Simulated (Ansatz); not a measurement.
# Ag (Im-3m) in Ansatz: a series of runs

One crystal, Ag, is run at these levels: BLYP+D3(BJ), BLYP+D4; tasks: relaxation of cell and atoms.

All numbers are computed with Ansatz 0.2.0; they aren't measurements. Logs are shortened: lines on timing, memory, paths and dates and some standing lists are left out, and cuts for length are marked.

## 1. The structure

It takes space group Im-3m (No. 229, cubic). The conventional cell has a = 3.311 Å, b = 3.311 Å, c = 3.311 Å, α = 90.00°, β = 90.00°, γ = 90.00°. Ag (site symmetry m-3m) is surrounded by 8 Ag at 2.87 Å.

This isn't the form of Ag at room conditions, which is fcc.

## 2. Relaxation of cell and atoms, BLYP+D3(BJ)

input.yaml reads:

```yaml
crystal:
  lattice:
    - [-1.655654, 1.655654, 1.655654]
    - [1.655654, -1.655654, 1.655654]
    - [1.655654, 1.655654, -1.655654]
  atoms:
    - { symbol: Ag, position: [0.0, 0.0, 0.0] }
hamiltonian:
  xc: blyp
  pseudopotentials: { kind: paw }
  dispersion: d3bj
kpoints:
  mp_grid: { grid: [11, 11, 11] }
scf:
  occupations: { method: fermi_dirac, width: 0.05 }
output:
  forces: true
  stress: true
  eigenvalues: true
  write_density: true
  write_potential: true
  elf: true
  volumetric_format: npy
relax:
  f_tol: 0.01
  max_steps: 40
  cell: { stress_tol: 0.05 }
```

Potentials or basis: Ansatz PAW.

Command:

```bash
$ ansatz run input.yaml --threads 2 --pin off --max-ram 5632MiB --backend cpu --events-out ev --progress --plain --runs-dir out
```

Log:

```text
Warning: RAYON_NUM_THREADS=2 ignored (pool sized by the plan → 2); use --threads N
Engine: ansatz 0.2.0, aarch64-unknown-linux-gnu
Pseudopotentials: kind: paw
Pseudopotential: Ag, paw, valence charge 19, recommended cutoff 420 eV (normal), Ag.paw.azcp
Functional definition: BLYP
  parameter beta = 0.0042
  parameter a = 0.04918
  parameter b = 0.132
  parameter c = 0.2533
  parameter d = 0.349
  exchange = b88_x(beta = beta)
  correlation = lyp_c(a = a, b = b, c = c, d = d)
Crystal: 1 atoms, lattice volume = 18.154 Å³
Basis set: ecut = 420 eV, 369 PW (Γ), exchange–correlation on 40×40×40 points (8 copies of the dense FFT grid, shifted against one another)
Bands: 14, of which v1, the nominal top of the filled ones, is band 10 counted from 1 (9 counted from 0)
Symmetry: 48 space group operations
Space group: Im-3m (ITA 229), of the structure as read, at distance tolerance 2.6e-5 Å
k-points: 56 of 1331
Non-local potential: Ag, projectors of the file, l = 0: 3, l = 1: 2, l = 2: 2, l = 3: 1
PAW form: soft (Blöchl's): semilocal exchange-correlation on the pseudo side does not see the compensation charge
PAW frozen core: Ag, regenerated for the run's functional, and the local potential with it (the file was generated under x = pbe(κ = 0.804, μ = 0.2195149727645171), c = pbe(β = 0.06672455060314922))
PAW one-centre angular grid: Ag, 590 points (default); XC on 64 Gauss nodes
Initial density: superposition of atomic densities (neutral atoms: chi_scale 0, normalization atom), corrected by the library's trained network
Initial wavefunctions: pseudopotential atomic-orbital guess
Functional: x = b88, c = lyp
SCF iter   1: F=—  HF=-7606.973276 eV  |F-HF|=—  |Δ(HF+E_count)|=         —  Δρ=5.94e-3  dr2=5.36e-3  ethr=1.77e-3  ⟨swp⟩=5.0  Hψ=3991  notcnv=0
preconditioner: auto → none  [insulator: Δε(μ)=0.288 eV  Ē_g=15.997 eV  σ=0.050 eV  W_gap=0.61  n_scr=12 (ndim 8)  ℏωp=28.9 eV  f_vac=0.000  D(μ)=0.43/eV (n_scr^D=0)  ε∞_Penn≈4.3]
SCF iter   2: F=—  HF=-7606.973475 eV  |F-HF|=—  |Δ(HF+E_count)|=   2.00e-4  Δρ=3.42e-3  dr2=9.05e-4  ethr=2.82e-5  ⟨swp⟩=2.7  Hψ=1698  notcnv=0  defer=9
SCF iter   3: F=—  HF=-7606.973522 eV  |F-HF|=—  |Δ(HF+E_count)|=   4.65e-5  Δρ=1.49e-3  dr2=2.40e-4  ethr=4.76e-6  ⟨swp⟩=2.1  Hψ=1092  notcnv=0  defer=9
SCF iter   4: F=—  HF=-7606.973607 eV  |F-HF|=—  |Δ(HF+E_count)|=   8.47e-5  Δρ=4.13e-4  dr2=1.76e-5  ethr=1.26e-6  ⟨swp⟩=2.1  Hψ=974  notcnv=0  defer=9
SCF iter   5: F=—  HF=-7606.973618 eV  |F-HF|=—  |Δ(HF+E_count)|=   1.17e-5  Δρ=5.04e-5  dr2=2.33e-7  ethr=9.26e-8  ⟨swp⟩=2.1  Hψ=1023  notcnv=0  defer=9
SCF iter   6: F=-7606.973618 eV  HF=-7606.973618 eV  |F-HF|=1.44e-9  |Δ(HF+E_count)|=   2.27e-7  Δρ=3.71e-6  dr2=1.08e-9  ethr=5.26e-10  ⟨swp⟩=8.8  Hψ=4681  notcnv=0
SCF 1 converged in 6 iterations: F = -7606.973618 eV  dr2 = 1.08e-9
relax step   1: F+E_penalty+E_count = -7606.97361846 eV  Δ(F+E_penalty+E_count) = +0.000e0 eV  max|allowed force component| = 0.000e0 eV/Å  Δτ_max = 0.0000 Å  P = -5.609 GPa  Ω = 18.154 Å³  (6 SCF iters, dr2 threshold 1.00e-7 eV, accepted)
Crystal: 1 atoms, lattice volume = 16.215 Å³
Basis set: ecut = 420 eV, 321 PW (Γ), exchange–correlation on 40×40×40 points (8 copies of the dense FFT grid, shifted against one another)
Initial density: handed on by an earlier stage of this run
Initial wavefunctions: those handed on with the density
iter 1 solved again at ethr=7.19e-5 eV; its pass at ethr=3.10e-3 eV (dr2=1.37e-2 eV) is discarded
SCF iter   1: F=—  HF=-7606.983017 eV  |F-HF|=—  |Δ(HF+E_count)|=         —  Δρ=8.83e-3  dr2=1.38e-2  ethr=7.19e-5  ⟨swp⟩=1.0  Hψ=5356  notcnv=0
preconditioner: auto → none  [insulator: Δε(μ)=0.131 eV  Ē_g=17.020 eV  σ=0.050 eV  W_gap=0.53  n_scr=12 (ndim 8)  ℏωp=30.6 eV  f_vac=0.000  D(μ)=0.56/eV (n_scr^D=0)  ε∞_Penn≈4.2]
SCF iter   2: F=—  HF=-7606.979666 eV  |F-HF|=—  |Δ(HF+E_count)|=   3.35e-3  Δρ=5.16e-3  dr2=2.13e-3  ethr=7.19e-5  ⟨swp⟩=2.1  Hψ=1352  notcnv=0
SCF iter   3: F=—  HF=-7606.978975 eV  |F-HF|=—  |Δ(HF+E_count)|=   6.91e-4  Δρ=1.54e-3  dr2=1.76e-4  ethr=1.12e-5  ⟨swp⟩=2.4  Hψ=1235  notcnv=0
SCF iter   4: F=—  HF=-7606.978928 eV  |F-HF|=—  |Δ(HF+E_count)|=   4.70e-5  Δρ=1.26e-4  dr2=8.28e-7  ethr=9.27e-7  ⟨swp⟩=2.0  Hψ=1037  notcnv=0
SCF iter   5: F=—  HF=-7606.978936 eV  |F-HF|=—  |Δ(HF+E_count)|=   8.37e-6  Δρ=1.08e-5  dr2=9.23e-9  ethr=5.26e-10  ⟨swp⟩=7.9  Hψ=5096  notcnv=0
SCF iter   6: F=-7606.978936 eV  HF=-7606.978936 eV  |F-HF|=5.46e-12  |Δ(HF+E_count)|=   3.90e-9  Δρ=7.63e-7  dr2=2.33e-11  ethr=4.86e-11  ⟨swp⟩=4.2  Hψ=3653  notcnv=0
SCF 2 converged in 6 iterations: F = -7606.978936 eV  dr2 = 2.33e-11
relax step   2: F+E_penalty+E_count = -7606.97893637 eV  Δ(F+E_penalty+E_count) = -5.318e-3 eV  max|allowed force component| = 0.000e0 eV/Å  Δτ_max = 0.0000 Å  P = +6.362 GPa  Ω = 16.215 Å³  energy of the carried Pulay correction = +7.594e-4 eV  (6 SCF iters, dr2 threshold 1.00e-7 eV, accepted)
Crystal: 1 atoms, lattice volume = 17.191 Å³
iter 1 solved again at ethr=2.06e-5 eV; its pass at ethr=3.10e-3 eV (dr2=3.91e-3 eV) is discarded
SCF iter   1: F=—  HF=-7606.995324 eV  |F-HF|=—  |Δ(HF+E_count)|=         —  Δρ=4.53e-3  dr2=4.01e-3  ethr=2.06e-5  ⟨swp⟩=1.0  Hψ=5337  notcnv=0
preconditioner: auto → none  [insulator: Δε(μ)=0.233 eV  Ē_g=16.540 eV  σ=0.050 eV  W_gap=0.62  n_scr=12 (ndim 8)  ℏωp=29.7 eV  f_vac=0.000  D(μ)=0.45/eV (n_scr^D=0)  ε∞_Penn≈4.2]
SCF iter   2: F=—  HF=-7606.994368 eV  |F-HF|=—  |Δ(HF+E_count)|=   9.56e-4  Δρ=2.80e-3  dr2=6.69e-4  ethr=2.06e-5  ⟨swp⟩=2.1  Hψ=1324  notcnv=0
SCF iter   3: F=—  HF=-7606.994179 eV  |F-HF|=—  |Δ(HF+E_count)|=   1.89e-4  Δρ=8.32e-4  dr2=6.01e-5  ethr=3.52e-6  ⟨swp⟩=2.4  Hψ=1227  notcnv=0
SCF iter   4: F=—  HF=-7606.994140 eV  |F-HF|=—  |Δ(HF+E_count)|=   3.85e-5  Δρ=8.63e-5  dr2=4.44e-7  ethr=3.16e-7  ⟨swp⟩=1.8  Hψ=1167  notcnv=0
SCF iter   5: F=-7606.994140 eV  HF=-7606.994140 eV  |F-HF|=1.10e-9  |Δ(HF+E_count)|=   1.66e-7  Δρ=4.77e-6  dr2=1.20e-9  ethr=5.26e-10  ⟨swp⟩=7.5  Hψ=4919  notcnv=0
SCF 3 converged in 5 iterations: F = -7606.994140 eV  dr2 = 1.20e-9
relax step   3: F+E_penalty+E_count = -7606.99414045 eV  Δ(F+E_penalty+E_count) = -1.520e-2 eV  max|allowed force component| = 0.000e0 eV/Å  Δτ_max = 0.0000 Å  P = -0.790 GPa  Ω = 17.191 Å³  energy of the carried Pulay correction = +3.668e-4 eV  (5 SCF iters, dr2 threshold 1.00e-7 eV, accepted)
Crystal: 1 atoms, lattice volume = 17.066 Å³
iter 1 solved again at ethr=2.43e-7 eV; its pass at ethr=3.10e-3 eV (dr2=4.61e-5 eV) is discarded
SCF iter   1: F=—  HF=-7606.994524 eV  |F-HF|=—  |Δ(HF+E_count)|=         —  Δρ=5.66e-4  dr2=6.14e-5  ethr=2.43e-7  ⟨swp⟩=2.0  Hψ=5048  notcnv=0
preconditioner: auto → none  [insulator: Δε(μ)=0.212 eV  Ē_g=16.565 eV  σ=0.050 eV  W_gap=0.62  n_scr=12 (ndim 8)  ℏωp=29.8 eV  f_vac=0.000  D(μ)=0.47/eV (n_scr^D=0)  ε∞_Penn≈4.2]
SCF iter   2: F=—  HF=-7606.994510 eV  |F-HF|=—  |Δ(HF+E_count)|=   1.41e-5  Δρ=3.44e-4  dr2=1.02e-5  ethr=2.43e-7  ⟨swp⟩=2.1  Hψ=1125  notcnv=0
SCF iter   3: F=—  HF=-7606.994507 eV  |F-HF|=—  |Δ(HF+E_count)|=   3.24e-6  Δρ=9.99e-5  dr2=8.38e-7  ethr=5.37e-8  ⟨swp⟩=2.4  Hψ=1219  notcnv=0
SCF iter   4: F=-7606.994507 eV  HF=-7606.994507 eV  |F-HF|=1.01e-9  |Δ(HF+E_count)|=   2.08e-7  Δρ=9.63e-6  dr2=5.37e-9  ethr=5.26e-10  ⟨swp⟩=7.2  Hψ=4814  notcnv=0
SCF 4 converged in 4 iterations: F = -7606.994507 eV  dr2 = 5.37e-9
relax step   4: F+E_penalty+E_count = -7606.99450679 eV  Δ(F+E_penalty+E_count) = -3.663e-4 eV  max|allowed force component| = 0.000e0 eV/Å  Δτ_max = 0.0000 Å  P = -0.021 GPa  Ω = 17.066 Å³  energy of the carried Pulay correction = +4.157e-4 eV  (4 SCF iters, dr2 threshold 1.00e-7 eV, accepted)
Initial wavefunctions: pseudopotential atomic-orbital guess (no wavefunctions were taken with the density)
iter 1 solved again at ethr=1.79e-8 eV; its pass at ethr=3.10e-3 eV (dr2=3.40e-6 eV) is discarded
SCF iter   1: F=—  HF=-7606.994036 eV  |F-HF|=—  |Δ(HF+E_count)|=         —  Δρ=1.76e-4  dr2=9.06e-7  ethr=1.79e-8  ⟨swp⟩=3.0  Hψ=6084  notcnv=0
preconditioner: auto → none  [insulator: Δε(μ)=0.213 eV  Ē_g=16.571 eV  σ=0.050 eV  W_gap=0.62  n_scr=12 (ndim 8)  ℏωp=29.8 eV  f_vac=0.000  D(μ)=0.47/eV (n_scr^D=0)  ε∞_Penn≈4.2]
SCF iter   2: F=—  HF=-7606.994041 eV  |F-HF|=—  |Δ(HF+E_count)|=   5.13e-6  Δρ=8.07e-5  dr2=3.25e-7  ethr=4.77e-9  ⟨swp⟩=2.0  Hψ=1316  notcnv=0
SCF iter   3: F=—  HF=-7606.994041 eV  |F-HF|=—  |Δ(HF+E_count)|=   1.32e-7  Δρ=3.62e-5  dr2=4.09e-8  ethr=1.71e-9  ⟨swp⟩=2.3  Hψ=1069  notcnv=0
SCF iter   4: F=—  HF=-7606.994041 eV  |F-HF|=—  |Δ(HF+E_count)|=   3.60e-8  Δρ=3.41e-6  dr2=3.05e-10  ethr=2.15e-10  ⟨swp⟩=2.0  Hψ=1309  notcnv=0
SCF iter   5: F=-7606.994041 eV  HF=-7606.994041 eV  |F-HF|=1.82e-12  |Δ(HF+E_count)|=   1.05e-9  Δρ=9.68e-8  dr2=2.05e-13  ethr=1.00e-12  ⟨swp⟩=3.2  Hψ=3146  notcnv=0
SCF 5 converged in 5 iterations: F = -7606.994041 eV  dr2 = 2.05e-13
relax step   5: F+E_penalty+E_count = -7606.99404142 eV  Δ(F+E_penalty+E_count) = +4.654e-4 eV  max|allowed force component| = 0.000e0 eV/Å  Δτ_max = 0.0000 Å  P = -0.010 GPa  Ω = 17.066 Å³  stress off target by 1.05e-2 GPa  SCF on the basis re-selected at this cell (its energy is not comparable with the rows above)  (5 SCF iters)
basis re-selected at this cell: Δ(F+E_penalty+E_count) = +4.654e-4 eV, ΔP = +0.010 GPa vs the last step (what re-selecting the basis moved, of the pressure what is left beyond the Pulay correction that the steps carried, after the strain that the cell walked since its last selection, with what the two solves' SCF thresholds leave and, on support functions, any second-order correction that the steps lacked; it is no measure of the basis error at this ecutwfc). This SCF's stress stands 1.05e-2 GPa from its target on what of the cell is left free (relax.cell.stress_tol is 5.00e-2 GPa) and its largest allowed force component is 0.00e0 eV/Å (relax.f_tol is 1.00e-2 eV/Å): within both
SCF converged after 5 iterations
Free energy (F): -7606.994041 eV
Harris-Foulkes:  -7606.994041 eV  (|F-HF|=1.82e-12)
Internal energy: -7606.990571 eV  (E = F + TS)
E sigma→0 (E₀):  -7606.992306 eV
Entropy (-TS):   -0.003471 eV (-3.471 meV/atom)
Fermi energy:    17.871923 eV
--- Per-component energies (eV) ---
  E_band       = -225.939062
  E_kinetic    = 528.911289
  E_local      = -2195.728216  (includes V_loc(G=0)·N_el)
  E_nonlocal   = 77.819419
  E_hartree    = 1001.920937
  E_xc         = -182.972279
  E_vxc        = -231.983054  (∫ρ·V_xc dr)
  E_paw        = -3919.727485  (= ΣΔE_a)
  E_vpaw       = -408.800663  (= ΣTr[D̂ρ^β])
  E_aug_tail   = 0.000277  (compensation charges beyond the density's cutoff)
  E_ewald      = -2915.957402
  E_disp       = -1.340810  (pairwise vdW)
  E_core_change = 0.083701  (= ΣΔE_core)
  E_smearing   = -0.003471  (= −TS)
  E_closure    = -0.000000  (closes the sum)
  Σ components = -7606.994041   (vs F -7606.994041, Δ=0.00e0)
--- Forces (eV/Å), atoms counted from 1 ---
  atom   1  Ag    -0.00000000     0.00000000    -0.00000000
  max |Σ_I F_I| component: 4.93e-32 eV/Å
--- Stress (GPa, compression-positive) ---
       -0.010498      -0.000000      -0.000000
       -0.000000      -0.010498       0.000000
       -0.000000       0.000000      -0.010498
  P = ⅓ Tr σ = -0.0105 GPa (-0.105 kbar)
--- Band table (eV; the first three rows and the last of 56) ---
  k-point 0: bands = ["-74.1660", "-37.5491", "-37.5491", "-37.5491", "10.1322", "12.8476", "12.8476", "12.8476", "14.1883", "14.1883", "35.8978", "35.8978", "35.8978", "41.8138"]
  k-point 1: bands = ["-74.1645", "-37.5627", "-37.5540", "-37.5489", "10.4032", "12.7819", "12.8607", "13.0044", "14.1194", "14.1931", "35.2254", "35.7907", "36.0929", "39.7471"]
  k-point 2: bands = ["-74.1605", "-37.5990", "-37.5672", "-37.5485", "11.1015", "12.6098", "12.9587", "13.4454", "14.0048", "14.2096", "32.6392", "34.8419", "36.5997", "37.8253"]
  k-point 55: bands = ["-74.1323", "-37.6778", "-37.6760", "-37.6760", "11.5025", "11.5245", "14.8571", "14.8571", "14.9180", "23.8397", "25.0366", "25.0366", "30.7460", "31.6972"]
--- Relaxed structure (4 steps of the walk, 4 accepted, 1 SCFs on fresh bases) ---
  F+E_penalty+E_count = -7606.99404142 eV   max|allowed force component| = 0.000e0 eV/Å   (the final SCF, on the basis selected at the relaxed cell)
  cell:  # Å, volume = 17.0665 Å³
    - [-1.621913731665099, 1.621913731665099, 1.621913731665099]
    - [1.621913731665099, -1.621913731665099, 1.621913731665099]
    - [1.621913731665099, 1.621913731665099, -1.621913731665099]
  atoms:
    - { symbol: Ag, position: [0.0, 0.0, 0.0] }
```

Run time: 2.3 s. Hardware: 2 threads of Arm Neoverse V2, shared host; peak memory 0.28 GiB.

What came out:

| Property | Result |
| --- | --- |
| Free energy | -7606.9940 eV |
| Relaxed volume | 17.07 Å³/atom |
| Relaxed cell | a = 2.809 Å, b = 2.809 Å, c = 2.809 Å, α = 109.47°, β = 109.47°, γ = 109.47° |
| Space group after relaxing (to 0.05 Å) | Im-3m (No. 229) |
| Energy gained by relaxing | 20.4 meV/atom |
| Ionic steps | 5 |
| Pressure after relaxing | 0.0 GPa |
| Band gap on the k mesh | none (metal or under the smearing width) |

The path:
| step | energy change (eV) | largest force (eV/Å) | volume (Å³) |
| --- | --- | --- | --- |
| 1 | 0.0000 | 0.0000 | 18.15 |
| 2 | -0.0053 | 0.0000 | 16.22 |
| 3 | -0.0205 | 0.0000 | 17.19 |
| 4 | -0.0209 | 0.0000 | 17.07 |
| 5 | -0.0204 | 0.0000 | 17.07 |

Final structure:
```
CELL_PARAMETERS angstrom
-1.62191 1.62191 1.62191
1.62191 -1.62191 1.62191
1.62191 1.62191 -1.62191
ATOMIC_POSITIONS crystal
Ag 0.00000 0.00000 0.00000
```

Levels at points of the mesh, in eV from the Fermi level:
```csv
k point,band 7,band 8,band 9,band 10,band 11,band 12,band 13,band 14
"(0.00, 0.00, 0.00)",-5.02,-5.02,-3.68,-3.68,18.03,18.03,18.03,23.94
```

Caveat: the plane-wave basis is chosen anew once the cell has moved, so the energies of steps on either side of that aren't comparable; pairwise dispersion overbinds metals, which lowers pressure and volume; the PAW data sets come from PBE, with cores solved anew for the run's functional, which leaves a small shift of forces and pressure.

## 3. Relaxation of cell and atoms, BLYP+D4

input.yaml: that of step 2 with these lines changed.

```diff
@@ -10,3 +10,3 @@
   pseudopotentials: { kind: paw }
-  dispersion: d3bj
+  dispersion: d4
 kpoints:
@@ -19,6 +19,2 @@
   eigenvalues: true
-  write_density: true
-  write_potential: true
-  elf: true
-  volumetric_format: npy
 relax:
```

Potentials or basis: Ansatz PAW.

Command:

```bash
$ ansatz run input.yaml --threads 2 --pin off --max-ram 5632MiB --backend cpu --events-out ev --progress --plain --runs-dir out
```

Run time: 2.5 s. Hardware: 2 threads of Arm Neoverse V2, shared host; peak memory 0.27 GiB.

It converged, with:

- Free energy: -7606.7474 eV
- Relaxed volume: 17.54 Å³/atom
- Relaxed cell: a = 2.835 Å, b = 2.835 Å, c = 2.835 Å, α = 109.47°, β = 109.47°, γ = 109.47°
- Space group after relaxing (to 0.05 Å): Im-3m (No. 229)
- Energy gained by relaxing: 6.1 meV/atom
- Ionic steps: 5
- Pressure after relaxing: 0.0 GPa
- Band gap on the k mesh: none (metal or under the smearing width)

Step by step:
| step | energy change (eV) | largest force (eV/Å) | volume (Å³) |
| --- | --- | --- | --- |
| 1 | 0.0000 | 0.0000 | 18.15 |
| 2 | -0.0023 | 0.0000 | 17.07 |
| 3 | -0.0063 | 0.0000 | 17.58 |
| 4 | -0.0063 | 0.0000 | 17.54 |
| 5 | -0.0061 | 0.0000 | 17.54 |

Final structure:
```
CELL_PARAMETERS angstrom
-1.63688 1.63688 1.63688
1.63688 -1.63688 1.63688
1.63688 1.63688 -1.63688
ATOMIC_POSITIONS crystal
Ag 0.00000 0.00000 0.00000
```

Levels at points of the mesh, in eV from the Fermi level:
| k point | band 6 | band 7 | band 8 | band 9 | band 10 | band 11 | band 12 | band 13 | band 14 |
| --- | --- | --- | --- | --- | --- | --- | --- | --- | --- |
| (0.00, 0.00, 0.00) | -4.92 | -4.92 | -4.92 | -3.63 | -3.63 | 17.94 | 17.94 | 17.94 | 23.42 |

Caveat: the plane-wave basis is chosen anew once the cell has moved, so the energies of steps on either side of that aren't comparable; pairwise dispersion overbinds metals, which lowers pressure and volume; the PAW data sets come from PBE, with cores solved anew for the run's functional, which leaves a small shift of forces and pressure.
